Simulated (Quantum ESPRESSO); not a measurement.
**Sn in Quantum ESPRESSO: the effect of functional**

Crystal: Sn.

```
CELL_PARAMETERS angstrom
0.00000 3.23334 3.23334
3.23334 0.00000 3.23334
3.23334 3.23334 0.00000
ATOMIC_POSITIONS crystal
Sn 0.75000 0.75000 0.75000
Sn 0.50000 0.50000 0.50000
```

This isn't the form of Sn at room conditions, which is tetragonal (white tin).

Alike in all runs:

| Item | Value |
| --- | --- |
| Program | Quantum ESPRESSO 7.5 |
| Task | band structure |
| Potentials or basis | SG15 PBE 1.2 |
| Cutoff | 952 eV |
| Density cutoff | 3810 eV |
| k mesh | 7 × 7 × 7 |
| Occupations | fermi-dirac, width 0.05 eV |
| Spin | no spin polarisation |

```tsv
functional	pressure (GPa)
LDA	-0.7
PBEsol	1.2
RPBE	5.6
AM05	1.6
HLE16	-2.7
PW91	?
```

Problem. What does the run with functional PW91 give?

Solution. Pressure 3.6 GPa.

Caveats: the potentials were made for another functional, which shifts forces and pressure; the potentials were made for a functional far from this one (some runs).

Runs at the PBE level aren't shown here.
